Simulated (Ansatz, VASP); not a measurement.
# Cd: VASP beside Ansatz

```
Cd
1.0
    -1.78432    1.90137    1.90137
     1.78432   -1.66727    1.66727
     1.78432    1.66727   -1.66727
Cd
1
Direct
  0.00000 0.00000 0.00000
```

Change from the starting cell: strain +0.1312 x Voigt [0, 0, 0, 1, 0, 0], atoms carried along.

Alike in both runs: task single point; functional PBEsol; k mesh 18 × 18 × 18; occupations gaussian, width 0.15 eV; no spin polarisation.

|  | VASP | Ansatz |
| --- | --- | --- |
| version | VASP 6.6.1 | Ansatz 0.2.0 |
| potentials or method | VASP PAW PBE potentials, release 64 (Cd) | scalar-relativistic, plane waves, PAW |
| plane-wave cutoff (eV) | 520 | 420 |
| valence electrons in the cell | 12 | 20 |

```csv
,VASP,Ansatz,Ansatz less VASP
gap on the k mesh at the Fermi level (eV),none,none,-
pressure (GPa),-1.8,-2.1,-0.31
largest component of the traceless stress (GPa),0.94,0.85,-0.090
```

A gap of «none» marks a metal or a gap that the smearing closes. The two sets of potentials don't hold the same shells in valence.

Caveats: the PAW data sets were made with another functional, which shifts forces and pressure a little (VASP).
